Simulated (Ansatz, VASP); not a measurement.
One calculation of KCl, two programs

POSCAR

```
KCl
1.0
    3.7708086043      0.0000000000      0.0000000000
    0.0000000000      3.7708086043      0.0000000000
    0.0000000000      0.0000000000      3.7708086043
K Cl
1 1
Direct
    0.0000000000      0.0000000000      0.0000000000
    0.5000000000      0.5000000000      0.5000000000
```

File INCAR.step1:

```
SYSTEM = KCl
PREC = Accurate ; ENCUT = 520
EDIFF = 1E-5 ; ISMEAR = 0
SIGMA = 0.01 ; LREAL = .False.
LASPH = .True. ; NELM = 60
ALGO = Normal ; ISIF = 2
LWAVE = .True. ; LCHARG = .False.
GGA = PE ; NBANDS = 15
```

The input INCAR.step2:

```
SYSTEM = KCl
PREC = Accurate ; ENCUT = 520
EDIFF = 1E-6 ; ISMEAR = 0
SIGMA = 0.01 ; LREAL = .False.
LASPH = .True. ; NELM = 60
ALGO = Normal ; ISIF = 2
LWAVE = .False. ; LCHARG = .False.
GGA = PE ; LHFCALC = .True.
HFSCREEN = 0.2079 ; PRECFOCK = Normal
ISTART = 1 ; NBANDS = 15
```

KPOINTS

```
regular mesh
0
Gamma
  4 4 4
  0 0 0
```

Input for Ansatz:

```yaml
crystal:
  lattice:
    - [3.7708086043, 0.0, 0.0]
    - [0.0, 3.7708086043, 0.0]
    - [0.0, 0.0, 3.7708086043]
  atoms:
    - { symbol: K, position: [0.0, 0.0, 0.0] }
    - { symbol: Cl, position: [0.5, 0.5, 0.5] }
kpoints:
  mp_grid: { grid: [4, 4, 4] }
hamiltonian:
  xc: hse06
scf:
  occupations: { method: fixed }
  n_extra_bands: 4
output:
  forces: true
  stress: true
  eigenvalues: true
```

Measurements of this composition are mostly on another form, of space group No. 225.

Alike in both runs: task single point; functional HSE06; k mesh 4 × 4 × 4; no spin polarisation.

|  | VASP | Ansatz |
| --- | --- | --- |
| version | VASP 6.6.1 | Ansatz 0.2.0 |
| potentials or method | VASP PAW PBE potentials, release 64 (K_sv, Cl) | plane waves, PAW |
| plane-wave cutoff (eV) | 520 | 420 |
| occupations | gaussian, width 0.01 eV | fixed |
| valence electrons in the cell | 16 | 16 |

|  | VASP | Ansatz | Ansatz less VASP |
| --- | --- | --- | --- |
| gap on the k mesh at the Fermi level (eV) | 6.37 | 6.37 | +0.002 |
| pressure (GPa) | 0.7 | 0.7 | -0.03 |

Ansatz warned: «stress_exchange_threshold_loose».

Caveats: the PAW data sets were made with another functional, which shifts forces and pressure a little (VASP). A k mesh can miss the band edges.
